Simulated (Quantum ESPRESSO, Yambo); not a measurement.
Planning a run of Yambo 5.3.0 on AgCl (Fm-3m). The input:

```
optics
bss
bse
em1s
dipoles
rim_cut
RandQpts= 1000000
RandGvec= 1 RL
Chimod= "HARTREE"
BSKmod= "SEX"
BSEmod= "resonant"
BSSmod= "d"
BSENGexx= 20 Ry
BSENGBlk= 4 Ry
% BSEQptR
 1 | 1 |
%
% BSEBands
 11 | 14 |
%
% BEnRange
 0 | 7 | eV
%
% BDmRange
 0.1 | 0.1 | eV
%
BEnSteps= 141
% BLongDir
 1 | 0 | 0 |
%
% BndsRnXs
 5 | 23 |
%
NGsBlkXs= 4 Ry
% LongDrXs
 1 | 1 | 1 |
%
% KfnQP_E
 1.407 | 1.0 | 1.0 |
%
WRbsWF
FFTGvecs= 33 Ry
```

```sh
OMP_NUM_THREADS=1 mpirun -n 8 yambo -F bse11.in -J bse11 -C bse11 > bse11.log
```

The stored states that it reads are on a 12×12×12 mesh. The structure is cubic, space group Fm-3m (No. 225). Conventional cell: a = 5.597 Å, b = 5.597 Å, c = 5.597 Å, α = 90.00°, β = 90.00°, γ = 90.00°. Nearest to Ag lie 6 Cl at 2.80 Å. Nearest to Cl lie 6 Ag at 2.80 Å. Farther neighbours and most contacts between anions are not listed.

Question: Estimate wall time and host memory on 8 MPI ranks of Arm Neoverse V2, shared host.

It took 8.4 min; on shared hardware allow 4.2 min to 17 min. Peak host memory was 10 GiB.

The kernel grows as the square of the matrix size, and full diagonalisation as its cube.

[Paths, hosts, dates, memory and timing lines, banners, echoed tables and standing remarks are left out of the program output.]

[Logs are printed without paths, hosts, clocks, repeated set-up lines and the standing remarks that a program may print on its own settings, such as how far it seeks lower states.]

[Runs of the session that timed out or met a known fault of the program may be left out.]

[Hosts, paths, dates, database ids (printed as entryN), source tags and the programs' standing remarks are cut or masked in the printed files.]
